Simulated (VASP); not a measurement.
# CdSe (strained zincblende): one r²SCAN single-point calculation in two programs

```yaml
crystal:
  lattice:
    - [0.00000, 2.94507, 2.94507]
    - [2.94507, 0.00000, 2.94507]
    - [2.94507, 2.94507, 0.00000]
  atoms:
    - { symbol: Cd, position: [0.00000, 0.00000, 0.00000] }
    - { symbol: Se, position: [0.25000, 0.25000, 0.25000] }
```

The two codes use different PAW datasets and cutoffs. VASP's cell holds 18 valence electrons and Ansatz's 36. Ansatz's stress includes a Pulay correction; VASP's doesn't.

Cutoffs: 520 eV in VASP, 500 eV in Ansatz. k meshes: 8×8×8 and 8×8×8.

|  | VASP | Ansatz |
| --- | --- | --- |
| gap between bands v and c | 1.30 eV | 1.30 eV |
| least direct gap | 1.30 eV | 1.30 eV |
| pressure | 8.7 GPa | 8.3 GPa |

Band v is the last that the valence electrons fill when counted band by band, and c is the next. Levels in eV from the top of v, Ansatz:

| point | v−1 | v | c | c+1 |
| --- | --- | --- | --- | --- |
| Γ | 0.00 | 0.00 | 1.30 | 6.47 |
| X | -2.24 | -2.24 | 3.29 | 4.23 |
| K | -3.02 | -1.84 | 4.05 | 5.81 |
| L | -0.91 | -0.91 | 3.00 | 6.95 |
| W | -2.69 | -2.66 | 5.51 | 5.96 |

VASP:

```json
{"point": "Γ", "v−1": "0.00", "v": "0.00", "c": "1.30", "c+1": "6.45"}
{"point": "X", "v−1": "-2.25", "v": "-2.25", "c": "3.27", "c+1": "4.21"}
{"point": "K", "v−1": "-3.04", "v": "-1.84", "c": "4.04", "c+1": "5.81"}
{"point": "L", "v−1": "-0.91", "v": "-0.91", "c": "2.99", "c+1": "6.92"}
{"point": "W", "v−1": "-2.70", "v": "-2.67", "c": "5.51", "c+1": "5.96"}
```
